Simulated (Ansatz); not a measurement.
## HfO2: strain energy, fitted

HfO2, P4_2/nmc, a = 3.577 Å, c = 5.203 Å. This isn't the usual stable structure of the compound. Ansatz: r2SCAN, PAW, 500 eV, Γ-centred 6×6×6 mesh on 6 atoms, Gaussian smearing 0.02 eV; no spin polarisation. Series: uniaxial strain along a, with b, c and atoms relaxed; x is the strain in per cent. y is the free energy over the unstrained cell, V0 = 11.094 Å³/atom.

```
x (%) y (meV/atom)
 -4.5             ?
 -3.0          7.84
 -1.5          1.91
  0.0          0.00
  1.5          1.82
  3.0          7.09
```

Fit y = c2 x² + c3 x³ to the other rows, turn c2 into a modulus, and predict the missing energy.

Least squares on the rows shown. y = 0.82941 x² − 0.013880 x³. In eV per unit strain² c2 is 8.294; this is Young's modulus along the axis (E = ½ Y V0 ε²): 2 × 8.294 × 160.2 / (11.094) = 240 GPa. At x = -4.5 the fit asked for gives 18.06 meV/atom. The run gave 18.08 meV/atom, so the fit is 0.02 meV/atom too low, a small miss on the scale of the series. The form still works here, 25 % of the fitted range beyond its end.

Spin–orbit coupling is left out, which can shift energies with elements as heavy as these.